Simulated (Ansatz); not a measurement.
# Forms of SbSe₅: one energy to predict

These are results of DFT PBE, scalar-relativistic, plane waves, PAW in Ansatz 0.2.0, not measurements. All cells share a 420 eV cutoff and Γ-centred k meshes spaced at most about 0.3 Å⁻¹ (about 0.25 or finer for metals, 2π included). No spin polarisation.

Temperature and zero-point effects are left out. Rows are sorted by volume; energies count from the lowest form computed. Coordination counts Se atoms around Sb (those within 1.25 times the shortest such distance or 1.15 times the sum of covalent radii; a plus sign parts nearer from farther groups).

```tsv
row	form	source	atoms	coordination	V (Å³/atom)	gap on mesh (eV)	ΔE (meV/atom)
1	P-3m1	invented	6	Sb 6	28.1	0	0
2	Immm	invented	6	Sb 6	28.8	0	151
3	R-3m	invented	6	Sb 6+2	29.4	0	?
4	C2/m	invented	6	Sb 8	29.7	0	138
5	R3m	invented	6	Sb 3+1	48.0	0	140
```

The cell of row 3:

```cif
data_structure
_symmetry_space_group_name_H-M 'R-3m:H'
_symmetry_Int_Tables_number 166
_cell_length_a 7.4907
_cell_length_b 7.4907
_cell_length_c 10.8857
_cell_angle_alpha 90.000
_cell_angle_beta 90.000
_cell_angle_gamma 120.000
_cell_volume 528.98
loop_
_atom_site_label
_atom_site_type_symbol
_atom_site_symmetry_multiplicity
_atom_site_Wyckoff_symbol
_atom_site_fract_x
_atom_site_fract_y
_atom_site_fract_z
_atom_site_occupancy
Sb1 Sb 3 b 0.33333 0.66667 0.16667 1
Se1 Se 9 e 0.16667 0.33333 0.33333 1
Se2 Se 6 c 0.33333 0.66667 0.86270 1
```

Problem. Estimate the missing energy, and say where the row ranks.

Solution. 94 meV/atom, which puts it above row 1 and below row 4. Counting Se atoms around Sb, row 3 has Sb 6+2 and the lowest form (row 1) has Sb 6. Row 3 holds Se–Se nets (shortest 2.63 Å); in the lowest form (row 1) the shortest Se–Se distance is 2.69 Å, near bonding range too.

An observed structure of this formula, if there is one, may be missing.

Weakly bound directions are ill-defined at this level, which has no dispersion term (P-3m1), and this can change margins and order among such cells. These runs have no spin–orbit coupling, which can matter for Sb. In P-3m1, R-3m, C2/m, R3m, Immm an odd number of electrons in the primitive cell allows no gap without spin; a larger cell or a magnetic state could open one. Cells relaxed within their symmetry can be saddle points. Some candidate types were left out of the draw beforehand, so a known form may be missing.
